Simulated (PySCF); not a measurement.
Molecule: 1,3-Cyclohexadiene, C₆H₈.

Mapped SMILES: `[CH:1]1=[CH:2][CH2:3][CH2:4][CH:5]=[CH:6]1`. Each H is labelled by its parent atom.

Geometry PBE0-D3(BJ)/def2-SVP throughout; GIAO in PySCF, gas phase, one conformer, non-relativistic; equivalent atoms averaged; basis pcSseg-1.

**Question.** How do the absolute shieldings σ depend on the functional? (ppm; last column core-seconds on shared hosts with different chips, so compare them loosely; the GGAs took longer than the global hybrids here, which isn't the general rule, and the cause wasn't traced)

**Answer.** 
```
functional                    kind  C2/C5  C1/C6  C3/C4  H(C2)/H(C5)  H(C1)/H(C6)  H(C3)/H(C4)  core-s
        HF            Hartree–Fock   54.7   58.3  168.9        25.69        25.70        29.76     4.9
       LDA                     LDA   43.2   43.6  155.2        24.89        24.68        28.60      15
       PBE                     GGA   47.9   48.5  153.6        25.34        25.18        29.01      19
      BLYP                     GGA   42.4   43.2  147.6        25.58        25.45        29.18      18
      BP86                     GGA   47.7   48.3  153.3        25.42        25.25        29.08      19
      OPBE                     GGA   58.6   59.2  159.6        25.36        25.17        29.04      19
       KT2                     GGA   59.0   59.3  157.2        25.45        25.34        28.99      24
       KT3                     GGA   59.4   60.1  155.7        25.63        25.52        29.15      21
     B97-D                     GGA   50.9   51.8  152.4        25.63        25.49        29.23      21
     B3LYP           global hybrid   44.3   45.7  153.1        25.54        25.43        29.27      14
      PBE0           global hybrid   50.1   51.5  159.6        25.35        25.21        29.16      13
  mPW1PW91           global hybrid   49.2   50.6  158.6        25.41        25.28        29.22      13
      WP04           global hybrid   39.0   39.9  145.5        25.99        25.84        29.54      14
     B97-2           global hybrid   52.4   53.7  158.5        25.52        25.38        29.27      13
 BHandHLYP           global hybrid   47.4   49.6  159.6        25.54        25.48        29.41      14
 CAM-B3LYP  range-separated hybrid   44.8   46.7  157.7        25.42        25.33        29.28      19
   wB97X-D  range-separated hybrid   49.3   51.1  160.2        25.45        25.33        29.34      17
   LC-wPBE  range-separated hybrid   49.6   51.9  165.9        25.31        25.19        29.35      23
```

**Question.** Which nucleus moves most, in ppm?

**Answer.** C3/C4 (allylic sp3 CH2): from 145.5 ppm with WP04 to 168.9 ppm with HF. The smallest spread is 1.10 ppm, at H(C2)/H(C5). Proton shifts span only some 12 ppm, so a few tenths of a ppm matter as much there as several ppm in carbon.
